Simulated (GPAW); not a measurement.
# A GW chain in GPAW: AlN (P6_3mc)

How does a plane-wave GW calculation on AlN (P6_3mc) run from the first input to the gap?

Method: LDA and many-body steps on it, plane waves, in GPAW 26.7.0.

The database entry behind the starting cell differs from later determinations by our own check (inner coordinate u about 0.002 short), so it need not match the best structure at ambient conditions.

## (1) The structure

It takes space group P6_3mc (No. 186, hexagonal). The conventional cell has a = 3.113 Å, b = 3.113 Å, c = 4.981 Å, α = 90.00°, β = 90.00°, γ = 120.00°. Nearest to Al lie 4 N at 1.89 Å. Nearest to N lie 4 Al at 1.89 Å. Farther neighbours and most contacts between anions are not listed.

The cell and positions come from the Crystallography Open Database and are kept as given unless a step says otherwise.

## (2) Ground state

This step: GPAW 26.7.0; DFT, LDA, plane waves, PAW.

The ground-state density comes first.

run.py reads:

```python
import json
import numpy as np
from gpaw.mpi import world
from ase import Atoms
from gpaw import GPAW, PW, FermiDirac

atoms = Atoms(['Al', 'Al', 'N', 'N'],
    cell=[[3.1130000000, 0.0000000000, 0.0000000000],
      [-1.5565000000, 2.6959370820, 0.0000000000],
      [0.0000000000, 0.0000000000, 4.9810000000]],
    scaled_positions=[[0.3333333333, 0.6666666667, 0.0000000000],
      [0.6666666667, 0.3333333333, 0.5000000000],
      [0.3333333333, 0.6666666667, 0.3800000000],
      [0.6666666667, 0.3333333333, 0.8800000000]],
    pbc=(True, True, True))
calc = GPAW(mode=PW(600),
    xc='LDA',
    kpts={'size': (9, 9, 6), 'gamma': True},
    occupations=FermiDirac(0.001),
    nbands=-8,
    convergence={'density': 1e-6, 'bands': -3},
    maxiter=100,
    txt='gs.txt')
atoms.calc = calc
res = {'energy': atoms.get_potential_energy()}
kpts = calc.get_ibz_k_points()
res['kpts'] = kpts
res['eigenvalues'] = [calc.get_eigenvalues(kpt=k) for k in range(len(kpts))]
res['n_electrons'] = calc.get_number_of_electrons()
calc.write('gs.gpw')

if world.rank == 0:
    with open('result.json', 'w') as f:
        json.dump(res, f, default=lambda x: x.tolist())
```

On the command line:

```console
$ mpirun -n 4 gpaw python run.py
```

Numbers of over 12 decimals in the logs are rounded to 6 here.

Log:

```text
__  _  _
 | _ |_)|_||  |
 |__||  | ||/\| - 26.7.0

Input parameters:
  mode=PW(ecut=600.0),
  convergence={'density': 1e-06, 'bands': -3},
  kpts=MonkhorstPack(size=(9, 9, 6), gamma=True),
  maxiter=100,
  nbands=-8,
  occupations=Occupations(name='fermi-dirac', width=0.001, fixmagmom=False),
  xc=XC(name='LDA')
  [... matrices ...]
Diagonalizing LCAO Hamiltonian
Converting LCAO to pw mode

           N

           Al
        N

        Al

Atoms  # Å, Bohr magnetons
|   | symbol |         x |        y |        z |    initial magnetic moments |
| 0 |     Al | -0.000000 | 1.797291 | 0.000000 | ( 0.0000,  0.0000,  0.0000) |
| 1 |     Al |  1.556500 | 0.898646 | 2.490500 | ( 0.0000,  0.0000,  0.0000) |
| 2 |      N | -0.000000 | 1.797291 | 1.892780 | ( 0.0000,  0.0000,  0.0000) |
| 3 |      N |  1.556500 | 0.898646 | 4.383280 | ( 0.0000,  0.0000,  0.0000) |

Unit cell  # Å
| periodic |         x |        y |        z |  lengths |     angles |
|      yes |  3.113000 | 0.000000 | 0.000000 | 3.113000 |  90.000000 |
|      yes | -1.556500 | 2.695937 | 0.000000 | 3.113000 |  90.000000 |
|      yes |  0.000000 | 0.000000 | 4.981000 | 4.981000 | 120.000000 |

Number of symmetries: 6
Symmetry operations  # r_c * U_cc + t_c -> r_c
|   | kind |            matrix            |
| 0 |  σ   |  1, 1, 0,  0,-1, 0,  0, 0, 1 |
| 1 |  E   |  1, 0, 0,  0, 1, 0,  0, 0, 1 |
| 2 |  C3  |  0, 1, 0, -1,-1, 0,  0, 0, 1 |
| 3 |  σ   |  0,-1, 0, -1, 0, 0,  0, 0, 1 |
| 4 |  σ   | -1, 0, 0,  1, 1, 0,  0, 0, 1 |
| 5 |  C3  | -1,-1, 0,  1, 0, 0,  0, 0, 1 |

BZ-sampling:
  Number of BZ points: 486
  Number of IBZ points: 62

  Monkhorst-Pack size: [9, 9, 6]
  Monkhorst-Pack shift: [0.0, 0.0, 0.083333]

K-points  # in reciprocal-cell coordinates
|     |                                coordinates |     weight |
|   0 | (  0.00000000,   0.00000000,   0.00000000) | 0.00205761 |
|   1 | (  0.00000000,   0.00000000,   0.16666667) | 0.00411523 |
|   2 | (  0.00000000,   0.00000000,   0.33333333) | 0.00411523 |
|   3 | (  0.00000000,   0.00000000,   0.50000000) | 0.00205761 |
|   4 | (  0.11111111,   0.00000000,  -0.33333333) | 0.01234568 |
|   5 | (  0.11111111,   0.00000000,  -0.16666667) | 0.01234568 |
|   6 | (  0.11111111,   0.00000000,   0.00000000) | 0.01234568 |
|   7 | (  0.11111111,   0.00000000,   0.16666667) | 0.01234568 |
|   8 | (  0.11111111,   0.00000000,   0.33333333) | 0.01234568 |
|   9 | (  0.11111111,   0.00000000,   0.50000000) | 0.01234568 |
| ... |                                            |            |
|  61 | (  0.44444444,   0.44444444,   0.50000000) | 0.01234568 |

Plane wave coefficients: 1412
Cutoff: 600.0 eV

Spin-components: 1 (collinear spins)
Bands:           16
Projectors:      20
Spin-degeneracy: 2
Datatype:        complex128

  Storage: CPU
  Wave functions: 22_014_464 bytes (5_503_616 per core)
  Projectors: 31_645_792 bytes (7_911_448 per core)
  [... matrices ...]
Parallelization:
  kpt:    4
  domain: 1
  band:   1

Density:
  Valence electrons: 16.0
  Components: 1
  Grid points: [18 18 30]
  Charge: 0.0  # |e|

Potential:
  Grid points: [18 18 30]

species:
  Al:
    name:    Aluminium
    Z:       13.0
    valence: 3
    core:    10
    charge:  0.0  # [|e|]
    compensation charges:
      type: gauss
      rc: 0.34  # [Å]
      lmax: 2
    cutoffs:
      filter: 1.91  # [Å]
      core: 2.36  # [Å]
    projectors
    | kind |    occ | energy [eV] | rcut [Å] |
    |   3s |  2.000 |      -7.830 |    1.085 |
    |   3p |  1.000 |      -2.783 |    1.085 |
    |    s |        |      19.382 |    1.085 |
    |    p |        |      24.428 |    1.085 |
    |    d |        |       0.000 |    1.085 |

    Using partial waves for Al as LCAO basis

  N:
    name:    Nitrogen
    Z:       7.0
    valence: 5
    core:    2
    charge:  0.0  # [|e|]
    compensation charges:
      type: gauss
      rc: 0.18  # [Å]
      lmax: 2
    cutoffs:
      filter: 1.11  # [Å]
      core: 0.96  # [Å]
    projectors
    | kind |    occ | energy [eV] | rcut [Å] |
    |   2s |  2.000 |     -18.420 |    0.603 |
    |   2p |  3.000 |      -7.237 |    0.529 |
    |    s |        |       8.791 |    0.603 |
    |    p |        |      19.974 |    0.529 |
    |    d |        |       0.000 |    0.577 |

    Using partial waves for N as LCAO basis

Reference energy: -16098.591502  # eV

eigensolver:
  PPCG
  Converge bands: -3
  niter=2

density mixing:
  MSR1-Mixer
  Pratt-step length: 0.05
  Maximum mixing coefficient: 0.75
  Old densities: 10
  SVD Regularization: 0.005
  Good broyden scale: 1.0
  Trust region scale: 1.0
  Backstep threshold: 4.0
  History deletion threshold: 6.0
  Fourier metric: weight=20.0, sigma=0.015

occupation numbers:
  Fermi-Dirac:
    width: 0.0010  # eV

poisson solver:
  ecut: 4800.0  # eV

xc functional:
  name: None

Initialization done in: 1.726 s

convergence criteria:
- Maximum integral of absolute [dens]ity change: 1e-06 electrons / valence electron
- Maximum [total energy] change in last 3 cyles: 0.0005 eV / valence electron
- Maximum integral of absolute [eigenst]ate change: 4e-08 eV^2 / valence electron
maximum number of iterations: 100

SCF iterations
|iter     |     time |      energy | eigst |  dens |
|iter:   1|  |  -36.637597 | +0.82 |       |
|iter:   2|  |  -35.599262 | -0.53 | -0.55 |
|iter:   3|  |  -32.525229 | -0.47 | -0.61 |
|iter:   4|  |  -32.502560 | -2.28 | -1.25 |
|iter:   5|  |  -32.498826 | -2.97 | -1.57 |
|iter:   6|  |  -32.498882c| -4.22 | -2.74 |
|iter:   7|  |  -32.498893c| -5.21 | -3.15 |
|iter:   8|  |  -32.498893c| -6.01 | -4.36 |
|iter:   9|  |  -32.498893c| -7.04 | -5.00 |
|iter:  10|  |  -32.498893c| -7.64c| -6.03c|

Converged in 10 steps
SCF loop duration: 4.275 s (0.427 s/step)
Energy contributions relative to reference atoms: (reference = -16098.591502)
  [... matrices ...]
Energy contributions:
  Kinetic:          32.153303
  Coulomb:         -27.304813
  Zero:             -0.041917
  External:          0.000000
  Xc:              -37.305466
  Entropy:          -0.000000
  Spinorbit:         0.000000
  ----------------------------
  Free energy:     -32.498893
  Extrapolated:    -32.498893

dipole moment: (-0.000001, -0.000001, -6.848904)  # |e|*Ang

Fermi level: 6.282
Eigenvalues  # (at kpt = [0.000, 0.000, 0.000])
| band index |      eig [eV] | occ [0-2] |
|          0 |        -9.184 |     2.000 |
|          1 |        -6.967 |     2.000 |
|          2 |        -0.185 |     2.000 |
|          3 |         5.018 |     2.000 |
|          4 |         5.018 |     2.000 |
|          5 |         5.672 |     2.000 |
|          6 |         5.672 |     2.000 |
|          7 |         5.854 |     2.000 |
|          8 |        10.100 |     0.000 |
|          9 |        12.405 |     0.000 |
|         10 |        16.363 |     0.000 |
|         11 |        16.823 |     0.000 |
|         12 |        16.823 |     0.000 |
|         13 |        18.788 |     0.000 |
|         14 |        18.817 |     0.000 |
|         15 |        18.817 |     0.000 |

Gap: 4.245 eV
Transition (v -> c):
  (s=0, k=0, n=7, [0.00, 0.00, 0.00]) -> (s=0, k=0, n=8, [0.00, 0.00, 0.00])
No difference between direct/indirect transitions
# Writing to gs.gpw (mode='')
  [... matrices ...]
```

The job ended after 7.8 s (4 MPI ranks of Intel Xeon Platinum 8488C (Sapphire Rapids), shared host; peak memory 0.67 GiB).

Numbers from this step:

```
total energy               : -32.50 eV
gap                        : 4.245 eV
k of the valence top       : 0, 0, 0
k of the conduction bottom : 0, 0, 0
least direct gap           : 4.245 eV
```

The gap is direct, at Γ.

## (3) Bands along the symmetry lines

Levels along a band path, at the cheap level, show where the edges lie and whether the meshes to come will hold them.

run.py reads:

```python
import json
import numpy as np
from gpaw.mpi import world
from gpaw import GPAW

path = [[0.000000, 0.000000, 0.000000],
    [0.062500, 0.000000, 0.000000],
    [0.125000, 0.000000, 0.000000],
    [0.187500, 0.000000, 0.000000],
    [0.250000, 0.000000, 0.000000],
    [0.312500, 0.000000, 0.000000],
    [0.375000, 0.000000, 0.000000],
    [0.437500, 0.000000, 0.000000],
    [0.500000, 0.000000, 0.000000],
    [0.479167, 0.041667, 0.000000],
    [0.458333, 0.083333, 0.000000],
    [0.437500, 0.125000, 0.000000],
    [0.416667, 0.166667, 0.000000],
    [0.395833, 0.208333, 0.000000],
    [0.375000, 0.250000, 0.000000],
    [0.354167, 0.291667, 0.000000],
    [0.333333, 0.333333, 0.000000],
    [0.291667, 0.291667, 0.000000],
    [0.250000, 0.250000, 0.000000],
    [0.208333, 0.208333, 0.000000],
    [0.166667, 0.166667, 0.000000],
    [0.125000, 0.125000, 0.000000],
    [0.083333, 0.083333, 0.000000],
    [0.041667, 0.041667, 0.000000],
    [0.000000, 0.000000, 0.000000],
    [0.000000, 0.000000, 0.062500],
    [0.000000, 0.000000, 0.125000],
    [0.000000, 0.000000, 0.187500],
    [0.000000, 0.000000, 0.250000],
    [0.000000, 0.000000, 0.312500],
    [0.000000, 0.000000, 0.375000],
    [0.000000, 0.000000, 0.437500],
    [0.000000, 0.000000, 0.500000],
    [0.062500, 0.000000, 0.500000],
    [0.125000, 0.000000, 0.500000],
    [0.187500, 0.000000, 0.500000],
    [0.250000, 0.000000, 0.500000],
    [0.312500, 0.000000, 0.500000],
    [0.375000, 0.000000, 0.500000],
    [0.437500, 0.000000, 0.500000],
    [0.500000, 0.000000, 0.500000],
    [0.479167, 0.041667, 0.500000],
    [0.458333, 0.083333, 0.500000],
    [0.437500, 0.125000, 0.500000],
    [0.416667, 0.166667, 0.500000],
    [0.395833, 0.208333, 0.500000],
    [0.375000, 0.250000, 0.500000],
    [0.354167, 0.291667, 0.500000],
    [0.333333, 0.333333, 0.500000],
    [0.291667, 0.291667, 0.500000],
    [0.250000, 0.250000, 0.500000],
    [0.208333, 0.208333, 0.500000],
    [0.166667, 0.166667, 0.500000],
    [0.125000, 0.125000, 0.500000],
    [0.083333, 0.083333, 0.500000],
    [0.041667, 0.041667, 0.500000],
    [0.000000, 0.000000, 0.500000],
    [0.500000, 0.000000, 0.500000],
    [0.500000, 0.000000, 0.437500],
    [0.500000, 0.000000, 0.375000],
    [0.500000, 0.000000, 0.312500],
    [0.500000, 0.000000, 0.250000],
    [0.500000, 0.000000, 0.187500],
    [0.500000, 0.000000, 0.125000],
    [0.500000, 0.000000, 0.062500],
    [0.500000, 0.000000, 0.000000],
    [0.333333, 0.333333, 0.500000],
    [0.333333, 0.333333, 0.437500],
    [0.333333, 0.333333, 0.375000],
    [0.333333, 0.333333, 0.312500],
    [0.333333, 0.333333, 0.250000],
    [0.333333, 0.333333, 0.187500],
    [0.333333, 0.333333, 0.125000],
    [0.333333, 0.333333, 0.062500],
    [0.333333, 0.333333, 0.000000]]
calc = GPAW('gs.gpw').fixed_density(kpts=path,
    symmetry='off',
    nbands=18,
    convergence={'bands': 14},
    txt='bands.txt')
res = {}
kpts = calc.get_ibz_k_points()
res['kpts'] = kpts
res['eigenvalues'] = [calc.get_eigenvalues(kpt=k) for k in range(len(kpts))]
res['n_electrons'] = calc.get_number_of_electrons()

if world.rank == 0:
    with open('result.json', 'w') as f:
        json.dump(res, f, default=lambda x: x.tolist())
```

On the command line:

```console
$ mpirun -n 4 gpaw python run.py
```

Log:

```text
Diagonalizing LCAO Hamiltonian
Converting LCAO to pw mode
convergence criteria:
- Maximum integral of absolute [eigenst]ate change: 4e-08 eV^2 / valence electron
maximum number of iterations: 100

SCF iterations
|iter     |     time |      energy | eigst |  dens |
|iter:   1|  |             | +1.04 |       |
|iter:   2|  |             | -0.50 |       |
|iter:   3|  |             | -2.05 |       |
|iter:   4|  |             | -3.47 |       |
|iter:   5|  |             | -4.72 |       |
|iter:   6|  |             | -5.93 |       |
|iter:   7|  |             | -6.89 |       |
|iter:   8|  |             | -7.98c|       |
SCF steps: 8
  __  _  _
 | _ |_)|_||  |
 |__||  | ||/\| - 26.7.0

Input parameters:
  mode=PW(ecut=600.0),
  convergence={'bands': 14},
  gpts=array([18, 18, 30]),
  kpts=KPoints(kpts=array([[0.      , 0.      , 0.      ],
         [0.0625  , 0.      , 0.      ],
         [0.125   , 0.      , 0.      ],
         [0.1875  , 0.      , 0.      ],
[...]
[0.479167, 0.041667, 0.      ],
         [0.458333, 0.083333, 0.      ],
[...]
[0.416667, 0.166667, 0.      ],
[...]
[0.5     , 0.      , 0.0625  ],
         [0.5     , 0.      , 0.      ],
[...]
[0.333333, 0.333333, 0.125   ],
         [0.333333, 0.333333, 0.0625  ],
         [0.333333, 0.333333, 0.      ]])),
  maxiter=100,
  nbands=18,
  occupations=Occupations(name='fermi-dirac', width=0.001, fixmagmom=False),
  parallel={},
  symmetry=Symmetry(point_group=False, time_reversal=False),
  xc=XC(name='LDA')
  [... matrices ...]
timing:  # [seconds]
  Total: 0.028  # ━━━━━━━━━━━━━━━━━━━━━━━━━━━━━━━━━━━━━━━━━━━━━━━━━━━━━━━━━━━
```

The job ended after 7.5 s (4 MPI ranks; peak memory 0.72 GiB).

This step gave:

| Property | Result |
| --- | --- |
| gap | 4.245 eV |
| k of the valence top | 0, 0, 0 |
| k of the conduction bottom | 0, 0, 0 |
| least direct gap | 4.245 eV |

The gap is 4.245 eV, as in the run before at this level.

The electronic bands at the labelled points (eV, zero at the top of the highest filled band; v1 is the highest filled band, c1 the lowest empty one):

```
    point     v4     v3     v2     v1    c1    c2     c3     c4
        Γ  -0.84  -0.18  -0.18   0.00  4.25  6.55  10.51  10.97
  halfway  -2.44  -1.56  -0.44  -0.39  6.16  7.49   7.96   9.91
        M  -3.37  -2.09  -1.80  -0.67  5.67  5.69   8.11  10.18
  halfway  -3.12  -3.02  -1.89  -1.51  5.39  7.01   8.79   9.96
        K  -3.80  -2.45  -2.40  -2.40  4.91  8.25   9.58   9.58
  halfway  -3.37  -1.69  -0.88  -0.60  6.80  7.33   8.43   9.00
        Γ  -0.84  -0.18  -0.18   0.00  4.25  6.55  10.51  10.97
  halfway  -0.75  -0.75  -0.29  -0.29  5.18  6.68  10.16  10.94
        A  -0.52  -0.52  -0.52  -0.52  6.43  6.43  10.18  10.18
  halfway  -1.60  -1.60  -1.02  -1.02  6.44  6.44   9.38   9.38
        L  -1.45  -1.45  -1.37  -1.37  5.21  5.21   9.11   9.11
  halfway  -2.76  -2.76  -0.93  -0.93  6.06  6.06   9.09   9.09
        H  -3.88  -3.88  -0.79  -0.79  7.31  7.31   7.74   7.74
  halfway  -1.83  -1.83  -1.22  -1.22  6.64  6.64   9.36   9.36
        A  -0.52  -0.52  -0.52  -0.52  6.43  6.43  10.18  10.18
jump to L  -1.45  -1.45  -1.37  -1.37  5.21  5.21   9.11   9.11
  halfway  -2.58  -1.91  -1.20  -0.92  4.97  5.77   9.22   9.35
        M  -3.37  -2.09  -1.80  -0.67  5.67  5.69   8.11  10.18
jump to H  -3.88  -3.88  -0.79  -0.79  7.31  7.31   7.74   7.74
  halfway  -4.47  -2.95  -1.48  -1.48  5.76  8.10   8.57   8.57
        K  -3.80  -2.45  -2.40  -2.40  4.91  8.25   9.58   9.58
```

## (4) Empty states on the mesh, 6×6×4 mesh, 503 bands

The sums over transitions need many empty states on a uniform mesh; this step solves for them.

run.py reads:

```python
import json
import numpy as np
from gpaw.mpi import world
from gpaw import GPAW

calc = GPAW('gs.gpw').fixed_density(kpts={'size': (6, 6, 4), 'gamma': True},
    parallel={'domain': 1, 'band': 1},
    txt='nscf.txt')
calc.diagonalize_full_hamiltonian(nbands=503)
calc.write('full.gpw', mode='all')
res = {}
kpts = calc.get_ibz_k_points()
res['kpts'] = kpts
res['eigenvalues'] = [calc.get_eigenvalues(kpt=k) for k in range(len(kpts))]
res['n_electrons'] = calc.get_number_of_electrons()

if world.rank == 0:
    with open('result.json', 'w') as f:
        json.dump(res, f, default=lambda x: x.tolist())
```

On the command line:

```console
$ mpirun -n 4 gpaw python run.py
```

Log:

```text
Diagonalizing LCAO Hamiltonian
Converting LCAO to pw mode
convergence criteria:
- Maximum integral of absolute [eigenst]ate change: 4e-08 eV^2 / valence electron
maximum number of iterations: 100

SCF iterations
|iter     |     time |      energy | eigst |  dens |
|iter:   1|  |             | +0.96 |       |
|iter:   2|  |             | -0.56 |       |
|iter:   3|  |             | -1.61 |       |
[...]
|iter:   7|  |             | -5.97 |       |
|iter:   8|  |             | -6.59 |       |
|iter:   9|  |             | -7.62c|       |
SCF steps: 9
  __  _  _
 | _ |_)|_||  |
 |__||  | ||/\| - 26.7.0

Input parameters:
  mode=PW(ecut=600.0),
  convergence={'density': 1e-06, 'bands': -3},
  gpts=array([18, 18, 30]),
  kpts=MonkhorstPack(size=(6, 6, 4), gamma=True),
  maxiter=100,
  nbands=16,
  occupations=Occupations(name='fermi-dirac', width=0.001, fixmagmom=False),
  parallel={'domain': 1, 'band': 1},
  xc=XC(name='LDA')
Matrix size: 1412x1412
# Writing to full.gpw (mode='all')
  [... matrices ...]

timing:  # [seconds]
  Total: 12.972  # ━━━━━━━━━━━━━━━━━━━━━━━━━━━━━━━━━━━━━━━━━━━━━━━━━━━━━━━━━━
```

Run time: 18 s. Hardware: 4 MPI ranks; peak memory 1.7 GiB; 70 s of CPU time.

Numbers from this step:

```yaml
gap: 4.245 eV
k_of_the_valence_top: 0, 0, 0
k_of_the_conduction_bottom: 0, 0, 0
least_direct_gap: 4.245 eV
k_points_computed: 24
lowest_point_of_the_top_converged_band_above_the_valence_top: 282.9661 eV
```

On this mesh the gap is 4.245 eV.

(Continued in part 2 of 2.)

[Paths, hosts, dates, memory and timing lines, banners, echoed tables and standing remarks are left out of the program output.]

[Logs are printed without paths, hosts, clocks, repeated set-up lines and the standing remarks that a program may print on its own settings, such as how far it seeks lower states.]

[Runs of the session that timed out or met a known fault of the program may be left out.]

[Hosts, paths, dates, database ids (printed as entryN), source tags and the programs' standing remarks are cut or masked in the printed files.]
